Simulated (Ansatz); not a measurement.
RbBr in Ansatz: the effect of exact exchange

The system is RbBr.

```xyz
2
Lattice="4.1261 0.0000 0.0000 0.0000 4.1261 0.0000 0.0000 0.0000 4.1261" Properties=species:S:1:pos:R:3 pbc="T T T"
Rb    0.0000    0.0000    0.0000
Br    2.0630    2.0630    2.0630
```

The cell comes from a database or a generator and needn't be the stable form of this composition.

Alike in all runs:

| Item | Value |
| --- | --- |
| Program | Ansatz 0.2.0 |
| Task | single point |
| Functional | HSE(alpha, omega) |
| Potentials or basis | all-electron PAW datasets made for the crystal |
| Cutoff | 250 eV (chosen from the basis error) |
| k mesh | 4 × 4 × 4 |
| Occupations | fermi-dirac, width 0.05 eV |
| Spin | no spin polarisation |

**Question.** One run gave: gap on the mesh 5.29 eV; pressure 0.5 GPa. Which exact exchange did it use?
A. 0.1
B. 0.25
C. 0.3
D. 0.05
E. 0.4

**Answer.** B.

```tsv
exact exchange	gap on the mesh (eV)	pressure (GPa)
0.05	4.32	0.7
0.1	4.56	0.7
0.15	4.80	0.6
0.2	5.04	0.5
0.25	5.29	0.5
0.3	5.53	0.4
0.4	6.03	0.2
0.5	6.54	0.1
```

A k mesh can miss the band edges.
